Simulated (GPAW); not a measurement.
# ZnS (F-43m) in GPAW: further runs, part 2 of 2

GPAW 26.7.0.

## Step 3: Band structure, SCAN

The input, run.py:

```python
from ase.dft.bandgap import bandgap
from ase.io import write
from ase.spacegroup import crystal
from ase.units import GPa
from gpaw import GPAW, PW

# Zn 4c
# S 4a
atoms = crystal(['Zn', 'S'],
                basis=[[0.25, 0.25, 0.25],
                       [0.0, 0.0, 0.0]],
                spacegroup=216, setting=1,  # F-43m
                cellpar=[5.404, 5.404, 5.404, 90.0, 90.0, 90.0],
                primitive_cell=True)

calc = GPAW(mode=PW(600),
            xc='MGGA_X_SCAN+MGGA_C_SCAN',
            kpts={'size': (7, 7, 7), 'gamma': True},
            occupations={'name': 'fermi-dirac', 'width': 0.05},
            nbands=18,
            convergence={'density': 1e-05, 'energy': 1e-05},
            maxiter=150,
            txt='gpaw.txt')
atoms.calc = calc
energy = atoms.get_potential_energy()
forces = atoms.get_forces()
stress = atoms.get_stress()
calc.write('gs.gpw')
write('result.traj', atoms)
print(f'Energy: {energy:.6f} eV')
print('Forces (eV/A):')
print(forces.round(4))
print('Stress (GPa):', (stress / GPa).round(3))
print('Fermi level:', round(calc.get_fermi_level(), 4), 'eV')
print(f'Gap: {bandgap(calc)[0]:.4f} eV, direct: {bandgap(calc, direct=True)[0]:.4f} eV')

path = atoms.cell.bandpath('GXWKGLUWLK,UX', npoints=60, eps=1e-4)
bs_calc = calc.fixed_density(kpts=path, symmetry='off', nbands=28,
                             convergence={'bands': 'CBM+6.0', 'eigenstates': 1e-6}, txt='bands.txt')
bs = bs_calc.band_structure()
bs.write('bs.json')
print(f'Gap on the path: {bandgap(bs_calc)[0]:.4f} eV')
```

Potentials or basis: GPAW PAW data sets (gpaw-data 1.2.1), pw.

Run with:

```bash
> OMP_NUM_THREADS=1 python run.py
```

gpaw.txt:

```text
__  _  _
 | _ |_)|_||  |
 |__||  | ||/\| - 26.7.0

Input parameters:
  mode=PW(ecut=600.0),
  convergence={'density': 1e-05, 'energy': 1e-05},
  kpts=MonkhorstPack(size=(7, 7, 7), gamma=True),
  maxiter=150,
  nbands=18,
  occupations=Occupations(name='fermi-dirac', width=0.05),
  xc=XC(name='MGGA_X_SCAN+MGGA_C_SCAN')

Diagonalizing LCAO Hamiltonian
Converting LCAO to pw mode

           Zn

       S

Atoms  # Å, Bohr magnetons
|   | symbol |        x |        y |        z |    initial magnetic moments |
|---|--------|----------|----------|----------|-----------------------------|
| 0 |     Zn | 1.351000 | 1.351000 | 1.351000 | ( 0.0000,  0.0000,  0.0000) |
| 1 |      S | 0.000000 | 0.000000 | 0.000000 | ( 0.0000,  0.0000,  0.0000) |

Unit cell  # Å
| periodic |        x |        y |        z |  lengths |    angles |
|----------|----------|----------|----------|----------|-----------|
|      yes | 0.000000 | 2.702000 | 2.702000 | 3.821205 | 60.000000 |
|      yes | 2.702000 | 0.000000 | 2.702000 | 3.821205 | 60.000000 |
|      yes | 2.702000 | 2.702000 | 0.000000 | 3.821205 | 60.000000 |

Number of symmetries: 24
Symmetry operations  # r_c * U_cc + t_c -> r_c
|    | kind |            matrix            |
|----|------|------------------------------|
|  0 |  E   |  1, 0, 0,  0, 1, 0,  0, 0, 1 |
|  1 |  σ   |  1, 0, 0,  0, 0, 1,  0, 1, 0 |
|  2 |  σ   |  1, 0,-1,  0, 1,-1,  0, 0,-1 |
|  3 |  C3  |  1, 0,-1,  0, 0,-1,  0, 1,-1 |
|  4 |  C3  |  1,-1, 0,  0,-1, 1,  0,-1, 0 |
[... 147 lines left out ...]
- Maximum [total energy] change in last 3 cyles: 1e-05 eV / valence electron
- Maximum integral of absolute [eigenst]ate change: 4e-08 eV^2 / valence electron
maximum number of iterations: 150

SCF iterations
|iter     | |      energy | eigst |  dens |
|---------|-|-------------|-------|-------|
|iter:   1| |  -26.043943 | -0.08 |       |
|iter:   2| |  -23.940365 | -0.92 | -1.25 |
|iter:   3| |  -24.779159 | -1.13 | -1.23 |
|iter:   4| |  -23.930944 | -0.88 | -1.02 |
|iter:   5| |  -23.865172 | -1.82 | -1.68 |
|iter:   6| |  -23.874232 | -2.72 | -2.00 |
|iter:   7| |  -23.874024 | -4.23 | -2.89 |
|iter:   8| |  -23.874031 | -5.00 | -3.34 |
|iter:   9| |  -23.874030c| -6.54 | -3.91 |
|iter:  10| |  -23.874030c| -7.90c| -4.82 |
|iter:  11| |  -23.874030c| -8.65c| -5.57c|

Converged in 11 steps
Energy contributions relative to reference atoms: (reference = -59718.946550)

Energy contributions:
  Kinetic:          19.471248
  Coulomb:         -16.713884
  Zero:             -0.020733
  External:          0.000000
  Xc:              -26.610661
  Entropy:          -0.000000
  Spinorbit:         0.000000
  ----------------------------
  Free energy:     -23.874030
  Extrapolated:    -23.874030

dipole moment: (-19.981375, -19.981375, -19.981375)  # |e|*Ang

Fermi level: 5.108
Eigenvalues  # (at kpt = [0.000, 0.000, 0.000])
| band index |      eig [eV] | occ [0-2] |
|------------|---------------|-----------|
|          0 |       -10.275 |     2.000 |
|          1 |        -3.006 |     2.000 |
|          2 |        -3.006 |     2.000 |
|          3 |        -3.006 |     2.000 |
|          4 |        -2.452 |     2.000 |
|          5 |        -2.452 |     2.000 |
[... 10 lines left out ...]
|         16 |        18.682 |     0.000 |
|         17 |        18.683 |     0.000 |

Gap: 2.597 eV
Transition (v -> c):
  (s=0, k=0, n=8, [0.00, 0.00, 0.00]) -> (s=0, k=0, n=9, [0.00, 0.00, 0.00])
No difference between direct/indirect transitions

Forces  # eV/Ang
|        x |        y |       z |
|----------|----------|---------|
|  0.00000 | -0.00000 | 0.00000 |  # Zn   0
| -0.00000 |  0.00000 | 0.00000 |  # S    1

Stress tensor  # eV/Ang^3
|         x |        y |         z |
|-----------|----------|-----------|
|  0.009270 | 0.000000 | -0.000000 |
|  0.000000 | 0.009270 |  0.000000 |
| -0.000000 | 0.000000 |  0.009270 |

# Writing to gs.gpw (mode='')
```

stdout:

```text
Energy: -23.874030 eV
Forces (eV/A):
[[ 0. -0.  0.]
 [-0.  0.  0.]]
Stress (GPa): [ 1.485  1.485  1.485  0.    -0.     0.   ]
Fermi level: 5.1083 eV
Gap: 2.5972 eV, direct: 2.5972 eV
Gap on the path: 2.5972 eV
```

bands.txt:

```text
Diagonalizing LCAO Hamiltonian
Converting LCAO to pw mode
convergence criteria:
- Maximum integral of absolute [eigenst]ate change: 1e-06 eV^2 / valence electron
maximum number of iterations: 150

SCF iterations
|iter     | |      energy | eigst |  dens |
|---------|-|-------------|-------|-------|
[... 66 lines left out ...]
         [0.41071429, 0.41071429, 0.67857143],
         [0.39285714, 0.39285714, 0.71428571],
         [0.375     , 0.375     , 0.75      ],
         [0.625     , 0.25      , 0.625     ],
         [0.59375   , 0.1875    , 0.59375   ],
         [0.5625    , 0.125     , 0.5625    ],
         [0.53125   , 0.0625    , 0.53125   ],
         [0.5       , 0.        , 0.5       ]])),
  maxiter=150,
  nbands=28,
  occupations=Occupations(name='fermi-dirac', width=0.05),
  symmetry=Symmetry(point_group=False, time_reversal=False),
  xc=XC(name='MGGA_X_SCAN+MGGA_C_SCAN')
```

Wall time 1.9 min (1 thread of Arm Neoverse V1, shared host); peak memory 0.32 GiB.

What came out:

```yaml
Free_energy: -23.8740 eV
Pressure: -1.5 GPa
Band_gap_on_the_k_mesh: 2.60 eV, direct
Band_gap_along_the_path: 2.60 eV, direct
```

Levels at the corners of the path, in eV from the valence-band top:
| point | band 6 | band 7 | band 8 | band 9 | band 10 | band 11 | band 12 | band 13 |
| --- | --- | --- | --- | --- | --- | --- | --- | --- |
| Γ | -5.91 | 0.00 | 0.00 | 0.00 | 2.60 | 6.85 | 6.85 | 6.85 |
| X | -5.69 | -4.62 | -2.29 | -2.29 | 3.70 | 4.44 | 11.68 | 12.72 |
| W | -5.51 | -4.66 | -2.82 | -2.79 | 6.02 | 6.54 | 8.42 | 8.64 |
| K | -5.56 | -4.70 | -3.19 | -1.86 | 4.48 | 6.39 | 9.90 | 10.34 |
| Γ | -5.91 | 0.00 | 0.00 | 0.00 | 2.60 | 6.85 | 6.85 | 6.85 |
| L | -5.71 | -5.42 | -0.89 | -0.89 | 3.76 | 7.36 | 7.36 | 9.35 |
| U | -5.56 | -4.70 | -3.19 | -1.86 | 4.48 | 6.39 | 9.90 | 10.34 |
| W | -5.51 | -4.66 | -2.82 | -2.79 | 6.02 | 6.54 | 8.42 | 8.64 |
| L | -5.71 | -5.42 | -0.89 | -0.89 | 3.76 | 7.36 | 7.36 | 9.35 |
| K | -5.56 | -4.70 | -3.19 | -1.86 | 4.48 | 6.39 | 9.90 | 10.34 |
| U | -5.56 | -4.70 | -3.19 | -1.86 | 4.48 | 6.39 | 9.90 | 10.34 |
| X | -5.69 | -4.62 | -2.29 | -2.29 | 3.70 | 4.44 | 11.68 | 12.72 |

Caveat: the PAW data sets were made with another functional, which shifts forces and pressure a little.

## Step 4: Equation of state, PBE

The input, run.py:

```python
from ase.eos import EquationOfState
from ase.io import Trajectory, read
from ase.units import GPa
from gpaw import GPAW, PW

atoms = read('POSCAR')

traj = Trajectory('eos.traj', 'w')
volumes, energies = [], []
for x in [0.94, 0.96, 0.98, 1.0, 1.02, 1.04, 1.06]:
    a = atoms.copy()
    a.set_cell(atoms.cell * x**(1 / 3), scale_atoms=True)
    calc = GPAW(mode=PW(600),
                xc='PBE',
                kpts={'size': (7, 7, 7), 'gamma': True},
                occupations={'name': 'fermi-dirac', 'width': 0.05},
                setups={'S': 'v3'},
                nbands=-9,
                convergence={'density': 1e-05, 'energy': 1e-05},
                maxiter=150,
                txt=f'eos-{x:.2f}.txt')
    a.calc = calc
    energies.append(a.get_potential_energy(force_consistent=True))
    volumes.append(a.get_volume())
    p = -a.get_stress()[:3].mean() / GPa
    calc.write(f'eos-{x:.2f}.gpw')
    traj.write(a)
    print(f'{x:.2f} {volumes[-1]:10.4f} A^3 {energies[-1]:14.6f} eV {p:9.3f} GPa', flush=True)

v0, e0, B = EquationOfState(volumes, energies, eos='birchmurnaghan').fit()
print(f'V0 = {v0:.4f} A^3, E0 = {e0:.6f} eV, B0 = {B / GPa:.2f} GPa')
```

The input, POSCAR:

```
ZnS
1.0
    0.0000000000      2.7020000000      2.7020000000
    2.7020000000      0.0000000000      2.7020000000
    2.7020000000      2.7020000000      0.0000000000
Zn S
1 1
Direct
    0.7500000000      0.7500000000      0.7500000000
    0.0000000000      0.0000000000      0.0000000000
```

Potentials or basis: GPAW PAW data sets (gpaw-data 1.2.1), newer versions, pw.

Run with:

```bash
> OMP_NUM_THREADS=1 python run.py
```

It took 86 s on 1 thread of Arm Neoverse V1, shared host; peak memory 0.22 GiB.

Results (log left out):

```
Equilibrium volume                      : 20.18 Å³/atom
Bulk modulus                            : 70 GPa
Pressure derivative of the bulk modulus : 4.4
```

Energy against volume, from the lowest point:
```csv
volume (Å³/atom),energy (meV/atom)
18.543,33.68
18.938,18.65
19.332,8.34
19.727,2.26
20.121,0.00
20.516,1.16
20.910,5.40
```

## Step 5: Equation of state, LDA

run.py: that of step 4 with these lines changed.

```diff
@@ -1 +1,3 @@
+import spglib
+from ase import Atoms
 from ase.eos import EquationOfState
@@ -5,3 +7,6 @@
 
-atoms = read('POSCAR')
+atoms = read('ZnS.cif')
+cell, positions, numbers = spglib.find_primitive(
+    (atoms.cell[:], atoms.get_scaled_positions(), atoms.numbers), symprec=1e-4)
+atoms = Atoms(numbers, cell=cell, scaled_positions=positions, pbc=True)
 
@@ -12,7 +17,7 @@
     a.set_cell(atoms.cell * x**(1 / 3), scale_atoms=True)
-    calc = GPAW(mode=PW(600),
-                xc='PBE',
+    calc = GPAW(mode=PW(800),
+                xc='LDA',
                 kpts={'size': (7, 7, 7), 'gamma': True},
                 occupations={'name': 'fermi-dirac', 'width': 0.05},
-                setups={'S': 'v3'},
+                setups='hgh',
                 nbands=-9,
```

The input, ZnS.cif:

```cif
data_ZnS
_cell_length_a 5.40400000
_cell_length_b 5.40400000
_cell_length_c 5.40400000
_cell_angle_alpha 90.00000000
_cell_angle_beta 90.00000000
_cell_angle_gamma 90.00000000
_space_group_name_H-M_alt 'F-43m'
_space_group_name_Hall 'F -4 2 3'
_space_group_IT_number 216
loop_
_space_group_symop_operation_xyz
'x,y,z'
'y,-x,-z'
'-x,-y,z'
'-y,x,-z'
'x,-y,-z'
'y,x,z'
'-x,y,-z'
'-y,-x,z'
'z,x,y'
'-z,y,-x'
'z,-x,-y'
'-z,-y,x'
'-z,x,-y'
'z,y,x'
'-z,-x,y'
'z,-y,-x'
'y,z,x'
'-x,-z,y'
'-y,z,-x'
'x,-z,-y'
'-y,-z,x'
'x,z,y'
'y,-z,-x'
'-x,z,-y'
'x,y+1/2,z+1/2'
'y,-x+1/2,-z+1/2'
'-x,-y+1/2,z+1/2'
'-y,x+1/2,-z+1/2'
'x,-y+1/2,-z+1/2'
'y,x+1/2,z+1/2'
'-x,y+1/2,-z+1/2'
'-y,-x+1/2,z+1/2'
'z,x+1/2,y+1/2'
'-z,y+1/2,-x+1/2'
'z,-x+1/2,-y+1/2'
'-z,-y+1/2,x+1/2'
'-z,x+1/2,-y+1/2'
'z,y+1/2,x+1/2'
'-z,-x+1/2,y+1/2'
'z,-y+1/2,-x+1/2'
'y,z+1/2,x+1/2'
'-x,-z+1/2,y+1/2'
'-y,z+1/2,-x+1/2'
'x,-z+1/2,-y+1/2'
'-y,-z+1/2,x+1/2'
'x,z+1/2,y+1/2'
'y,-z+1/2,-x+1/2'
'-x,z+1/2,-y+1/2'
'x+1/2,y,z+1/2'
'y+1/2,-x,-z+1/2'
'-x+1/2,-y,z+1/2'
'-y+1/2,x,-z+1/2'
'x+1/2,-y,-z+1/2'
'y+1/2,x,z+1/2'
'-x+1/2,y,-z+1/2'
'-y+1/2,-x,z+1/2'
'z+1/2,x,y+1/2'
'-z+1/2,y,-x+1/2'
'z+1/2,-x,-y+1/2'
'-z+1/2,-y,x+1/2'
'-z+1/2,x,-y+1/2'
'z+1/2,y,x+1/2'
'-z+1/2,-x,y+1/2'
'z+1/2,-y,-x+1/2'
'y+1/2,z,x+1/2'
'-x+1/2,-z,y+1/2'
'-y+1/2,z,-x+1/2'
'x+1/2,-z,-y+1/2'
'-y+1/2,-z,x+1/2'
'x+1/2,z,y+1/2'
'y+1/2,-z,-x+1/2'
'-x+1/2,z,-y+1/2'
'x+1/2,y+1/2,z'
'y+1/2,-x+1/2,-z'
'-x+1/2,-y+1/2,z'
'-y+1/2,x+1/2,-z'
'x+1/2,-y+1/2,-z'
'y+1/2,x+1/2,z'
'-x+1/2,y+1/2,-z'
'-y+1/2,-x+1/2,z'
'z+1/2,x+1/2,y'
'-z+1/2,y+1/2,-x'
'z+1/2,-x+1/2,-y'
'-z+1/2,-y+1/2,x'
'-z+1/2,x+1/2,-y'
'z+1/2,y+1/2,x'
'-z+1/2,-x+1/2,y'
'z+1/2,-y+1/2,-x'
'y+1/2,z+1/2,x'
'-x+1/2,-z+1/2,y'
'-y+1/2,z+1/2,-x'
'x+1/2,-z+1/2,-y'
'-y+1/2,-z+1/2,x'
'x+1/2,z+1/2,y'
'y+1/2,-z+1/2,-x'
'-x+1/2,z+1/2,-y'
loop_
_atom_site_label
_atom_site_type_symbol
_atom_site_symmetry_multiplicity
_atom_site_Wyckoff_symbol
_atom_site_fract_x
_atom_site_fract_y
_atom_site_fract_z
_atom_site_occupancy
Zn1 Zn 4 c 0.2500000000 0.2500000000 0.2500000000 1
S1 S 4 a 0.0000000000 0.0000000000 0.0000000000 1
```

Potentials or basis: HGH pseudopotentials, pw.

Run with:

```bash
> OMP_NUM_THREADS=1 python run.py
```

Wall time 63 s (1 thread of Arm Neoverse V1, shared host); peak memory 0.2 GiB.

Results (log left out):

```yaml
Equilibrium_volume: outside the volumes run
```

Energy against volume, from the lowest point:
```
volume (Å³/atom)  energy (meV/atom)
          18.543               0.00
          18.938              34.24
          19.332              70.70
          19.727             109.08
          20.121             149.07
          20.516             190.42
          20.910             233.00
```

Caveat: HGH potentials are hard and often keep d shells in the core, so these values are rough.

## Step 6: How close it comes

Step 3. Against the measured gap of ZnS, 3.85 eV (direct; 19 K; quoted in “Electronic, vibrational, and thermodynamic properties of ZnS (zincblende and rocksalt structure)”, 2009, arxiv:0911.5022), the calculated 2.60 eV is off by -1.25 eV. The value is that of SCAN, without temperature or zero-point motion.

Step 4. Against the measured bulk modulus of ZnS, 76.9 GPa (quoted in “Electronic, vibrational, and thermodynamic properties of ZnS (zincblende and rocksalt structure)”, 2009, arxiv:0911.5022), the calculated 70 GPa is off by -9.0 %. The fit is for a static lattice scaled at fixed shape and fixed fractional positions.
